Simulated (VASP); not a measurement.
# KI in VASP: further runs

The runs below take KI through single point, with PBE.

Program: VASP 6.6.1. These are calculated values, not measurements. Logs are shortened: lines on timing, memory, paths and dates and some standing lists are left out, and cuts for length are marked.

**What was measured.**

A printed reference work, monograph reports, for a bulk crystal of KI: band gap 6.32 eV.

How close the calculation comes is told below.

### Step 1. The cell of the first run

It takes space group Fm-3m (No. 225, cubic). The conventional cell has a = 7.066 Å, b = 7.066 Å, c = 7.066 Å, α = 90.00°, β = 90.00°, γ = 90.00°. K (site symmetry m-3m) has 6 I at 3.53 Å within 4.6 Å. I (site symmetry m-3m) has 6 K at 3.53 Å within 4.6 Å.

### Step 2. Single point, PBE

Contents of INCAR:

```
PREC = Accurate ; ENCUT = 500
EDIFF = 1E-6 ; ISMEAR = 0
SIGMA = 0.01 ; LREAL = F
LASPH = T ; NELM = 120
ALGO = Normal ; ISIF = 2
LWAVE = F ; LCHARG = F
GGA = PE ; NBANDS = 15
GGA_COMPAT = F
```

Contents of KPOINTS:

```
Automatic mesh
0
Gamma
  4 4 4
```

Contents of POSCAR:

```
KI
1.0
    0.0000000000      3.5327750000      3.5327750000
    3.5327750000      0.0000000000      3.5327750000
    3.5327750000      3.5327750000      0.0000000000
K I
1 1
Direct
    0.0000000000      0.0000000000      0.0000000000
    0.5000000000      0.5000000000      0.5000000000
```

Potentials or basis: VASP PAW PBE potentials, release 64 (K_sv, I).

The run is started by

```bash
$ cat potpaw_PBE.64/K_sv/POTCAR potpaw_PBE.64/I/POTCAR > POTCAR
$ mpirun -np 1 vasp_std > vasp.out
```

OUTCAR:

```text
PREC = Accurate
   ENCUT = 500
   EDIFF = 1E-6
   ISMEAR = 0
   LREAL = F
   LASPH = T
   NELM = 120
   ISIF = 2
   GGA = PE

 ion  position               nearest neighbor table
   1  0.000  0.000  0.000-   2 3.53   2 3.53   2 3.53   2 3.53   2 3.53   2 3.53
   2  0.500  0.500  0.500-   1 3.53   1 3.53   1 3.53   1 3.53   1 3.53   1 3.53

  LATTYP: Found a face centered cubic cell.
 ALAT       =     7.0655500000

  Lattice vectors:

 A1 = (   0.0000000000,   3.5327750000,   3.5327750000)
 A2 = (   3.5327750000,   0.0000000000,   3.5327750000)
 A3 = (   3.5327750000,   3.5327750000,   0.0000000000)

Analysis of symmetry for initial positions (statically):
=====================================================================
 Subroutine PRICEL returns:
 Original cell was already a primitive cell.

 Routine SETGRP: Setting up the symmetry group for a
 face centered cubic supercell.

 Subroutine GETGRP returns: Found 48 space group operations
 (whereof 48 operations were pure point group operations)
 out of a pool of 48 trial point group operations.

The static configuration has the point symmetry O_h .

Analysis of symmetry for dynamics (positions and initial velocities):
=====================================================================
 Subroutine PRICEL returns:
 Original cell was already a primitive cell.

 Routine SETGRP: Setting up the symmetry group for a
 face centered cubic supercell.

 Subroutine GETGRP returns: Found 48 space group operations
 (whereof 48 operations were pure point group operations)
 out of a pool of 48 trial point group operations.

The dynamic configuration has the point symmetry O_h .

 Subroutine INISYM returns: Found 48 space group operations
 (whereof 48 operations are pure point group operations),
 and found     1 'primitive' translations

----------------------------------------------------------------------------------------

                                     Primitive cell

  volume of cell :      88.1816

  direct lattice vectors                    reciprocal lattice vectors
     0.000000000  3.532775000  3.532775000    -0.141531799  0.141531799  0.141531799
     3.532775000  0.000000000  3.532775000     0.141531799 -0.141531799  0.141531799
     3.532775000  3.532775000  0.000000000     0.141531799  0.141531799 -0.141531799

  length of vectors
     4.996098318  4.996098318  4.996098318     0.245140266  0.245140266  0.245140266
[... 64 lines left out ...]
   EDIFF  = 0.1E-05   stopping-criterion for ELM
   LREAL  =      F    real-space projection
[... 7 lines left out ...]
   TEBEG  =    0.0;   TEEND  =   0.0 temperature during run
   PSTRESS=    0.0 pullay stress
   NELECT =      16.0000    total number of electrons
   NUPDOWN=      -1.0000    fix difference up-down
   EMIN   =  10.00;   EMAX   =-10.00  energy-range for DOS
   EFERMI =   0.00;   METHOD = LEGACY
   ISMEAR =     0;   SIGMA  =   0.01  broadening in eV -4-tet -1-fermi 0-gaus
   EFERMI_NEDOS =   21; number of points for ismear=-14 and -15
   IALGO  =     38    algorithm
   IMIX   =      4    mixing-type and parameters
     AMIX     =   0.40;   BMIX     =  1.00
     AMIX_MAG =   1.60;   BMIX_MAG =  1.00
  volume/ion in A,a.u.               =      44.09       297.54
  Fermi-wavevector in a.u.,A,eV,Ry     =   0.926806  1.751409 11.686988  0.858969
  Thomas-Fermi vector in A             =   2.052808
   LORBIT       =      0    0 simple, 1 ext, 2 COOP (PROOUT), +10 PAW based schemes
   GGA     = PE    functional components
   LHFCALC =     F    Hartree Fock is set to
   AEXX    =    0.0000 exact exchange contribution
   IVDW    =     0    specifies the selected vdW correction
   LEPSILON=     F    determine dielectric tensor
   LRPA    =     F    only Hartree local field effects (RPA)
 non-spin polarized calculation
 Gauss-broadening in eV      SIGMA  =   0.01
  energy-cutoff  :      500.00
  volume of cell :       88.18
 maximum number of plane-waves:      2252
   NGX = 19   NGY = 19   NGZ = 19

 number of electron      16.0000000 magnetization

 Free energy of the ion-electron system (eV)
  ---------------------------------------------------
  ext. energy  EPLUGINS =         0.00000000
  ---------------------------------------------------
  free energy    TOTEN  =        -5.55543391 eV

  energy without entropy =       -5.55543391  energy(sigma->0) =       -5.55543391

 E-fermi :  -0.3411     XC(G=0):  -7.1775

 val. band max:       -0.4147942422   @ k =   0.0000   0.0000   0.0000
 cond. band min:       3.5473077556   @ k =   0.0000   0.0000   0.0000
 fundamental gap:      3.9621019978
 Fermi energy:        -0.3410975871

 k-point     1 :       0.0000    0.0000    0.0000
  band No.  band energies     occupation
      1     -28.9183      2.00000
      2     -12.4057      2.00000
      3     -12.4057      2.00000
      4     -12.4057      2.00000
      5     -10.9166      2.00000
      6      -0.4148      2.00000
      7      -0.4148      2.00000
      8      -0.4148      2.00000
      9       3.5473      0.00000
     10       6.0814      0.00000
     11       6.0814      0.00000
     12       6.0814      0.00000
     13       6.7984      0.00000
     14       6.7984      0.00000
[... 113 lines left out ...]
      2     -12.4559      2.00000
      3     -12.4374      2.00000
      4     -12.4374      2.00000
      5     -10.7147      2.00000
      6      -1.1421      2.00000
      7      -1.1421      2.00000
      8      -1.0139      2.00000
      9       6.0489      0.00000
     10       6.0489      0.00000
     11       6.2192      0.00000
     12       7.7767      0.00000
     13       8.4079      0.00000
     14       9.2313      0.00000
     15       9.6050      0.00000

------------------------ aborting loop because EDIFF is reached ----------------------------------------

  FORCE on cell =-STRESS in cart. coord.  units (eV):
  Direction    XX          YY          ZZ          XY          YZ          ZX
  --------------------------------------------------------------------------------------
  -------------------------------------------------------------------------------------
  Total        0.3457422      0.3457422      0.3457422     -0.0000000      0.0000000     -0.0000000
  in kB        6.2818127      6.2818127      6.2818127     -0.0000000      0.0000000     -0.0000000
  external PRESSURE =       6.2818127 kB  Pullay stress =       0.0000000 kB

 VOLUME and BASIS-vectors are now :
 -----------------------------------------------------------------------------
  energy-cutoff  :      500.00
  volume of cell :       88.18
      direct lattice vectors                 reciprocal lattice vectors
     0.000000000  3.532775000  3.532775000    -0.141531799  0.141531799  0.141531799
     3.532775000  0.000000000  3.532775000     0.141531799 -0.141531799  0.141531799
     3.532775000  3.532775000  0.000000000     0.141531799  0.141531799 -0.141531799

 POSITION                                       TOTAL-FORCE (eV/Angst)
 -----------------------------------------------------------------------------------
      0.00000      0.00000      0.00000        -0.000000     -0.000000     -0.000000
      3.53277      3.53277      3.53277         0.000000      0.000000      0.000000
 -----------------------------------------------------------------------------------
    total drift:                                0.000000      0.000000      0.000000

  FREE ENERGIE OF THE ION-ELECTRON SYSTEM (eV)
  ---------------------------------------------------
  free  energy   TOTEN  =        -5.5554339101 eV

  energy  without entropy=       -5.5554339101  energy(sigma->0) =       -5.55543391
```

stdout:

```text
POSCAR found type information on POSCAR K I
 POSCAR found :  2 types and       2 ions
 scaLAPACK will be used
 LDA part: xc-table for (Slater+PW92), standard interpolation
 POSCAR, INCAR and KPOINTS ok, starting setup
 FFT: planning ... GRIDC
 FFT: planning ... GRID_SOFT
 FFT: planning ... GRID
 WAVECAR not read
 entering main loop
```

It took 9.4 s on 1 thread of Intel Xeon 6975P-C (Granite Rapids), shared host; peak memory 0.2 GiB.

What came out:

| Property | Result |
| --- | --- |
| Free energy | -5.5554 eV |
| Pressure | 0.6 GPa |
| Band gap on the k mesh | 3.96 eV, direct |

Caveat: spin-orbit coupling is left out, which moves the levels of the heavy elements.

### Step 3. Single point, PBE

Contents of INCAR:

```
PREC = Accurate
ENCUT = 500
EDIFF = 1E-6
ISMEAR = 0
SIGMA = 0.01
LREAL = F
LASPH = T
NELM = 120
ALGO = Normal
ISIF = 2
LWAVE = F
LCHARG = F
GGA = PE
NBANDS = 15
GGA_COMPAT = F
```

Contents of KPOINTS:

```
regular mesh
0
Gamma
  4 4 4
```

POSCAR, as its differences from that of step 2:

```diff
@@ -8,3 +8,3 @@
 Direct
-    0.0000000000      0.0000000000      0.0000000000
+    0.0042459540     -0.0042459540      0.0042459540
     0.5000000000      0.5000000000      0.5000000000
```

Potentials or basis: VASP PAW PBE potentials, release 64 (K_sv, I).

The run is started by

```bash
$ cat potpaw_PBE.64/K_sv/POTCAR potpaw_PBE.64/I/POTCAR > POTCAR
$ mpirun -np 1 vasp_std > vasp.out
```

Run time: 11 s. Hardware: 1 thread of Intel Xeon 6975P-C (Granite Rapids), shared host; peak memory 0.2 GiB.

Results (log left out):

```
Free energy            : -5.5549 eV
Pressure               : 0.6 GPa
Largest force          : 0.033 eV/Å
Band gap on the k mesh : 3.96 eV, direct
```

Forces in eV/Å, atoms in the order of the input:
```
K    0.000 -0.033  0.000
I    0.000  0.033  0.000
```

Levels at points of the mesh, in eV from the valence-band top:
| k point | band 6 | band 7 | band 8 | band 9 | band 10 | band 11 |
| --- | --- | --- | --- | --- | --- | --- |
| (0.00, 0.00, 0.00) | 0.00 | 0.00 | 0.00 | 3.96 | 6.50 | 6.50 |
| (0.50, 0.00, 0.00) | -1.32 | -0.34 | -0.34 | 5.52 | 7.71 | 8.14 |
| (0.50, 0.50, 0.00) | -1.00 | -0.37 | -0.37 | 4.94 | 5.77 | 8.10 |
| (0.50, 0.00, 0.50) | -1.00 | -0.37 | -0.37 | 4.93 | 5.77 | 8.10 |

Caveat: spin-orbit coupling is left out, which moves the levels of the heavy elements.

### Step 4. Against experiment

Step 2. A measured gap of KI is 6.32 eV (a printed reference work, monograph); the calculated 3.96 eV misses it by -2.36 eV. Spin-orbit coupling on I is left out. The value is that of PBE, without temperature or zero-point motion. Semilocal functionals fall short of measured gaps as a rule.
